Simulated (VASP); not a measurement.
# GaSb (Cmcm) in VASP: notebook

One crystal, GaSb, is run at these levels: PBE; tasks: single point.

Program: VASP 6.6.1. These are calculated values, not measurements. Logs are shortened: lines on timing, memory, paths and dates and some standing lists are left out, and cuts for length are marked.

### 1 The cell of the first run

It takes space group Cmcm (No. 63, orthorhombic). The conventional cell has a = 5.730 Å, b = 5.764 Å, c = 5.730 Å, α = 90.00°, β = 90.00°, γ = 90.00°. Ga (site symmetry m2m) has 6 Sb at 2.87 to 2.89 Å as nearest neighbours. Sb (site symmetry m2m) is surrounded by 6 Ga at 2.87 to 2.89 Å.

Measurements of this composition are mostly on another form, of space group No. 216.

### 2 Single point, PBE (In replaced by Ga, lengths x 0.957, strained and moved within the space group)

INCAR

```
  PREC = Accurate
  ENCUT = 520
  EDIFF = 1E-6
  ISMEAR = 0
  SIGMA = 0.1
  LREAL = F
  LASPH = T
  NELM = 100
  ALGO = Fast
  ISIF = 2
  LWAVE = F
  LCHARG = F
  GGA = PE
  NBANDS = 26
```

KPOINTS

```
regular mesh
0
Gamma
  10 10 8
```

POSCAR

```
GaSb
1.0
    2.8650782299     -2.8819685806      0.0000000000
    2.8650782299      2.8819685806      0.0000000000
    0.0000000000      0.0000000000      5.7304052461
Ga Sb
2 2
Direct
    0.2794110000      0.7205890000      0.2500000000
    0.7205890000      0.2794110000      0.7500000000
    0.7772050000      0.2227950000      0.2500000000
    0.2227950000      0.7772050000      0.7500000000
```

Potentials or basis: VASP PAW PBE potentials, release 64 (Ga_d, Sb).

On the command line:

```bash
$ cat potpaw_PBE.64/Ga_d/POTCAR potpaw_PBE.64/Sb/POTCAR > POTCAR
$ mpirun -np 1 vasp_std > vasp.out
```

OUTCAR:

```text
PREC = Accurate
   ENCUT = 520
   EDIFF = 1E-6
   ISMEAR = 0
   LREAL = F
   LASPH = T
   NELM = 100
   ISIF = 2
   GGA = PE

 ion  position               nearest neighbor table
   1  0.279  0.721  0.250-   3 2.87   3 2.87   3 2.87   4 2.88   4 2.88   3 2.89
   2  0.721  0.279  0.750-   4 2.87   4 2.87   4 2.87   3 2.88   3 2.88   4 2.89
   3  0.777  0.223  0.250-   1 2.87   1 2.87   1 2.87   2 2.88   2 2.88   1 2.89
   4  0.223  0.777  0.750-   2 2.87   2 2.87   2 2.87   1 2.88   1 2.88   2 2.89

  LATTYP: Found a base centered orthorhombic cell.
 ALAT       =     5.7301564598
 B/A-ratio  =     1.0058952494
 C/A-ratio  =     1.0000434170

  Lattice vectors:

 A1 = (   2.8650782299,  -2.8819685806,   0.0000000000)
 A2 = (   2.8650782299,   2.8819685806,   0.0000000000)
 A3 = (   0.0000000000,   0.0000000000,   5.7304052461)

Analysis of symmetry for initial positions (statically):
=====================================================================
 Subroutine PRICEL returns:
 Original cell was already a primitive cell.

 Routine SETGRP: Setting up the symmetry group for a
 base centered orthorhombic supercell.

 Subroutine GETGRP returns: Found  8 space group operations
 (whereof  4 operations were pure point group operations)
 out of a pool of  8 trial point group operations.

The static configuration has the point symmetry C_2h.
 The point group associated with its full space group is D_2h.

Analysis of symmetry for dynamics (positions and initial velocities):
=====================================================================
 Subroutine PRICEL returns:
 Original cell was already a primitive cell.

 Routine SETGRP: Setting up the symmetry group for a
 base centered orthorhombic supercell.

 Subroutine GETGRP returns: Found  8 space group operations
 (whereof  4 operations were pure point group operations)
 out of a pool of  8 trial point group operations.

The dynamic configuration has the point symmetry C_2h.
 The point group associated with its full space group is D_2h.

 Subroutine INISYM returns: Found  8 space group operations
 (whereof  4 operations are pure point group operations),
 and found     1 'primitive' translations

----------------------------------------------------------------------------------------

                                     Primitive cell

  volume of cell :      94.6327

  direct lattice vectors                    reciprocal lattice vectors
     2.865078230 -2.881968581  0.000000000     0.174515305 -0.173492523  0.000000000
     2.865078230  2.881968581  0.000000000     0.174515305  0.173492523  0.000000000
     0.000000000  0.000000000  5.730405246     0.000000000  0.000000000  0.174507728

  length of vectors
     4.063793322  4.063793322  5.730405246     0.246079757  0.246079757  0.174507728

  position of ions in fractional coordinates (direct lattice)
     0.279411000  0.720589000  0.250000000
     0.720589000  0.279411000  0.750000000
     0.777205000  0.222795000  0.250000000
     0.222795000  0.777205000  0.750000000

  ion indices of the primitive-cell ions
   primitive index   ion index
                 1           1
                 2           2
                 3           3
                 4           4

----------------------------------------------------------------------------------------

 KPOINTS: regular mesh

Automatic generation of k-mesh.
 Grid dimensions read from file:
 generate k-points for:   10   10    8

 Generating k-lattice:

  Cartesian coordinates                     Fractional coordinates (reciprocal lattice)
     0.017451530 -0.017349252  0.000000000     0.100000000  0.000000000  0.000000000
     0.017451530  0.017349252  0.000000000     0.000000000  0.100000000  0.000000000
     0.000000000  0.000000000  0.021813466     0.000000000  0.000000000  0.125000000

  Length of vectors
     0.024607976  0.024607976  0.021813466

  Shift w.r.t. Gamma in fractional coordinates (k-lattice)
     0.000000000  0.000000000  0.000000000

 Subroutine IBZKPT returns following result:
 ===========================================

 Found    155 irreducible k-points:

 Following reciprocal coordinates:
            Coordinates               Weight
  0.000000  0.000000  0.000000      1.000000
  0.100000 -0.000000  0.000000      4.000000
  0.200000 -0.000000  0.000000      4.000000
  0.300000  0.000000  0.000000      4.000000
  0.400000  0.000000  0.000000      4.000000
  0.500000 -0.000000  0.000000      2.000000
[... 16 lines left out ...]
  0.300000  0.300000  0.000000      2.000000
  0.400000  0.300000  0.000000      4.000000
 [... further k-points ...]
   k-points           NKPTS =    155   k-points in BZ     NKDIM =    155   number of bands    NBANDS=     26
   number of dos      NEDOS =    301   number of ions     NIONS =      4
   total plane-waves  NPLWV =  43200
   dimension x,y,z NGX =    30 NGY =   30 NGZ =   48
   dimension x,y,z NGXF=    60 NGYF=   60 NGZF=   96
   ions per type =               2   2
   NGX,Y,Z   is equivalent  to a cutoff of  12.27, 12.27, 13.93 a.u.
   NGXF,Y,Z  is equivalent  to a cutoff of  24.55, 24.55, 27.85 a.u.
 SYSTEM =  unknown system
   PREC   = accura    normal or accurate (medium, high low for compatibility)
   ISTART =      0    job   : 0-new  1-cont  2-samecut
   ICHARG =      2    charge: 1-file 2-atom 10-const
   ISPIN  =      1    spin polarized calculation?
   LNONCOLLINEAR =      F non collinear calculations
   LSORBIT =      F    spin-orbit coupling
   LASPH  =      T    aspherical Exc in radial PAW
   ENCUT  =  520.0 eV  38.22 Ry    6.18 a.u.   7.56  7.56 10.65*2*pi/ulx,y,z
   NELM   =    100;   NELMIN=  2; NELMDL= -5     # of ELM steps
   EDIFF  = 0.1E-05   stopping-criterion for ELM
   LREAL  =      F    real-space projection
   EDIFFG = 0.1E-04   stopping-criterion for IOM
   NSW    =      0    number of steps for IOM
   IBRION =     -1    ionic relax: 0-MD 1-quasi-New 2-CG
   NFREE  =      0    steps in history (QN), initial steepest desc. (CG)
   ISIF   =      2    stress and relaxation
   ISYM   =      2    0-nonsym 1-usesym 2-fastsym
   POTIM  = 0.5000    time-step for ionic-motion
   TEBEG  =    0.0;   TEEND  =   0.0 temperature during run
   PSTRESS=    0.0 pullay stress
   NELECT =      36.0000    total number of electrons
   NUPDOWN=      -1.0000    fix difference up-down
   EMIN   =  10.00;   EMAX   =-10.00  energy-range for DOS
   EFERMI =   0.00;   METHOD = LEGACY
   ISMEAR =     0;   SIGMA  =   0.10  broadening in eV -4-tet -1-fermi 0-gaus
   EFERMI_NEDOS =   21; number of points for ismear=-14 and -15
   IALGO  =     68    algorithm
   IMIX   =      4    mixing-type and parameters
     AMIX     =   0.40;   BMIX     =  1.00
     AMIX_MAG =   1.60;   BMIX_MAG =  1.00
  volume/ion in A,a.u.               =      23.66       159.65
  Fermi-wavevector in a.u.,A,eV,Ry     =   1.186211  2.241614 19.144713  1.407097
  Thomas-Fermi vector in A             =   2.322389
   LORBIT       =      0    0 simple, 1 ext, 2 COOP (PROOUT), +10 PAW based schemes
   GGA     = PE    functional components
   LHFCALC =     F    Hartree Fock is set to
   AEXX    =    0.0000 exact exchange contribution
   IVDW    =     0    specifies the selected vdW correction
   LEPSILON=     F    determine dielectric tensor
   LRPA    =     F    only Hartree local field effects (RPA)
 non-spin polarized calculation
 RMM-DIIS sequential band-by-band and
 Gauss-broadening in eV      SIGMA  =   0.10
  energy-cutoff  :      520.00
  volume of cell :       94.63
 maximum number of plane-waves:      2582
   NGX = 15   NGY = 15   NGZ = 21

 number of electron      36.0000011 magnetization

 Free energy of the ion-electron system (eV)
  ---------------------------------------------------
  ext. energy  EPLUGINS =         0.00000000
  ---------------------------------------------------
  free energy    TOTEN  =       -13.89908576 eV

  energy without entropy =      -13.88518191  energy(sigma->0) =      -13.89213383

 E-fermi :   6.6239     XC(G=0): -10.2924

 val. band max:        6.6111257167   @ k =   0.1000  -0.0000   0.2500
 cond. band min:       6.6292713501   @ k =   0.0000   0.0000   0.0000
 fundamental gap:      0.0181456333
 Fermi energy:         6.6239047040

 k-point     1 :       0.0000    0.0000    0.0000
  band No.  band energies     occupation
      1      -8.2855      2.00000
      2      -8.2036      2.00000
      3      -8.2021      2.00000
      4      -8.1930      2.00000
      5      -8.1924      2.00000
      6      -8.1865      2.00000
[... 18 lines left out ...]
     25      12.9640      0.00000
     26      12.9738      0.00000

 k-point     2 :       0.1000   -0.0000    0.0000
  band No.  band energies     occupation
      1      -8.2818      2.00000
      2      -8.2043      2.00000
      3      -8.2038      2.00000
      4      -8.1946      2.00000
      5      -8.1915      2.00000
      6      -8.1864      2.00000
[... 18 lines left out ...]
     25      12.9284      0.00000
     26      13.1612      0.00000

 k-point     3 :       0.2000   -0.0000    0.0000
  band No.  band energies     occupation
      1      -8.2719      2.00000
      2      -8.2088      2.00000
      3      -8.2072      2.00000
      4      -8.1997      2.00000
      5      -8.1873      2.00000
      6      -8.1862      2.00000
[... 18 lines left out ...]
     25      13.1467      0.00000
     26      13.4687      0.00000

 k-point     4 :       0.3000    0.0000    0.0000
  band No.  band energies     occupation
      1      -8.2584      2.00000
      2      -8.2145      2.00000
      3      -8.2140      2.00000
      4      -8.2054      2.00000
      5      -8.1858      2.00000
      6      -8.1817      2.00000
[... 18 lines left out ...]
     25      12.8074      0.00000
     26      13.5117      0.00000

 k-point     5 :       0.4000    0.0000    0.0000
  band No.  band energies     occupation
      1      -8.2445      2.00000
      2      -8.2221      2.00000
      3      -8.2180      2.00000
      4      -8.2117      2.00000
      5      -8.1847      2.00000
      6      -8.1790      2.00000
[... 18 lines left out ...]
     25      12.9263      0.00000
     26      14.0417      0.00000

 k-point     6 :       0.5000   -0.0000    0.0000
  band No.  band energies     occupation
      1      -8.2355      2.00000
      2      -8.2282      2.00000
      3      -8.2178      2.00000
      4      -8.2164      2.00000
      5      -8.1831      2.00000
      6      -8.1809      2.00000
[... 427 lines left out ...]
 k-point    21 :      -0.3000    0.2000    0.0000
  band No.  band energies     occupation
      1      -8.2614      2.00000
      2      -8.2377      2.00000
      3      -8.2108      2.00000
      4      -8.1976      2.00000
      5      -8.1866      2.00000
      6      -8.1835      2.00000
[... 18 lines left out ...]
     25      13.2768      0.00000
     26      13.5806      0.00000

 k-point    22 :      -0.2000    0.2000    0.0000
  band No.  band energies     occupation
      1      -8.2657      2.00000
      2      -8.2260      2.00000
      3      -8.2085      2.00000
      4      -8.1977      2.00000
      5      -8.1850      2.00000
      6      -8.1820      2.00000
[... 18 lines left out ...]
     25      13.2525      0.00000
     26      13.6000      0.00000

 k-point    23 :       0.3000    0.3000    0.0000
  band No.  band energies     occupation
      1      -8.2651      2.00000
      2      -8.2529      2.00000
      3      -8.2062      2.00000
      4      -8.1965      2.00000
      5      -8.1946      2.00000
      6      -8.1817      2.00000
[... 18 lines left out ...]
     25      14.3847      0.00000
     26      14.7987      0.00000

 k-point    24 :       0.4000    0.3000    0.0000
  band No.  band energies     occupation
      1      -8.2696      2.00000
      2      -8.2648      2.00000
      3      -8.2016      2.00000
      4      -8.1963      2.00000
      5      -8.1955      2.00000
      6      -8.1862      2.00000
[... 18 lines left out ...]
     25      14.8642      0.00000
     26      15.2229      0.00000

 [... further k-points ...]
[... 5 lines left out ...]
  --------------------------------------------------------------------------------------
  -------------------------------------------------------------------------------------
  Total        0.9191479      1.2427579      0.7961468      0.0000000      0.0000000      0.0000000
  in kB       15.5616246     21.0404994     13.4791551      0.0000000      0.0000000      0.0000000
  external PRESSURE =      16.6937597 kB  Pullay stress =       0.0000000 kB

 VOLUME and BASIS-vectors are now :
 -----------------------------------------------------------------------------
  energy-cutoff  :      520.00
  volume of cell :       94.63
      direct lattice vectors                 reciprocal lattice vectors
     2.865078230 -2.881968581  0.000000000     0.174515305 -0.173492523  0.000000000
     2.865078230  2.881968581  0.000000000     0.174515305  0.173492523  0.000000000
     0.000000000  0.000000000  5.730405246     0.000000000  0.000000000  0.174507728

 POSITION                                       TOTAL-FORCE (eV/Angst)
 -----------------------------------------------------------------------------------
      2.86508      1.27146      1.43260         0.000000     -0.009347      0.000000
      2.86508     -1.27146      4.29780         0.000000      0.009347     -0.000000
      2.86508     -1.59779      1.43260         0.000000     -0.009644      0.000000
      2.86508      1.59779      4.29780         0.000000      0.009644     -0.000000
 -----------------------------------------------------------------------------------
    total drift:                                0.000000      0.000000      0.000000

  FREE ENERGIE OF THE ION-ELECTRON SYSTEM (eV)
  ---------------------------------------------------
  free  energy   TOTEN  =       -13.8990857576 eV

  energy  without entropy=      -13.8851819065  energy(sigma->0) =      -13.89213383
```

Run time: 5 min. Hardware: 1 thread of Intel Xeon Platinum 8488C (Sapphire Rapids), shared host; peak memory 0.44 GiB.

Results:

```yaml
Free_energy: -13.8991 eV
Pressure: 1.7 GPa
Largest_force: 0.010 eV/Å
Band_gap_on_the_k_mesh: none (metal or under the smearing width)
```

Forces on the atoms (eV/Å):
```
Ga   0.000 -0.009  0.000
Ga   0.000  0.009  0.000
Sb   0.000 -0.010  0.000
Sb   0.000  0.010  0.000
```

Levels at points of the mesh, in eV from the Fermi level:
```tsv
k point	band 14	band 15	band 16	band 17	band 18	band 19	band 20	band 21	band 22	band 23
(0.00, 0.00, 0.00)	-3.91	-2.45	-2.39	0.01	0.01	0.21	0.27	3.14	6.02	6.24
(0.50, 0.00, 0.00)	-5.64	-3.14	-2.94	-0.10	0.14	1.22	1.27	3.23	3.47	4.73
(0.50, 0.50, 0.00)	-5.15	-3.89	-3.84	-2.41	-2.39	-2.38	-2.34	2.75	3.03	9.09
(0.00, 0.00, 0.50)	-3.39	-1.41	-1.41	-1.41	-1.41	-0.18	-0.18	3.97	3.97	6.07
(0.50, 0.00, 0.50)	-7.43	0.44	0.44	0.48	0.48	2.21	2.21	2.25	2.25	2.74
(0.50, 0.50, 0.50)	-5.83	-4.16	-4.16	-4.10	-4.10	2.20	2.20	3.40	3.40	6.75
```

(Part 1 of 2 ends here.)
